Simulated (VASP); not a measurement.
Input of a VASP 6.6.1 run:

The input INCAR:

```
SYSTEM = GaAs
PREC = Accurate ; ENCUT = 520
EDIFF = 1E-7 ; ISMEAR = 0
SIGMA = 0.02 ; LREAL = .FALSE.
LASPH = .TRUE. ; NELM = 80
ALGO = Fast ; ISIF = 3
LWAVE = .FALSE. ; LCHARG = .FALSE.
GGA = PE ; IBRION = 2
NSW = 80 ; EDIFFG = -0.002
```

File KPOINTS:

```
Automatic mesh
0
G
  6 6 6
  0 0 0
```

File POSCAR:

```
GaAs                                    
1.0
    0.0000000000      2.8747386393      2.8747386393
    2.8747386393      0.0000000000      2.8747386393
    2.8747386393      2.8747386393     -0.0000000000
  Ga              As            
     1     1
Direct
     0.0000000000000000    0.0000000000000000    0.0000000000000000
     0.2500000000000000    0.2500000000000000    0.2500000000000000
```

Potentials or basis: VASP PAW PBE potentials, release 64 (Ga_d, As).

The run is started by

```bash
$ cat potpaw_PBE.64/Ga_d/POTCAR potpaw_PBE.64/As/POTCAR > POTCAR
$ mpirun -np 1 vasp_std > vasp.out
```

Problem. What does it give for the band gap on the k mesh?

Solution. 0.14 eV, direct.

Final structure:
```
CELL_PARAMETERS angstrom
0.00000 2.87474 2.87474
2.87474 0.00000 2.87474
2.87474 2.87474 0.00000
ATOMIC_POSITIONS crystal
Ga 0.00000 0.00000 0.00000
As 0.25000 0.25000 0.25000
```

Caveat: the relaxation stopped at its first step, so nothing moved.
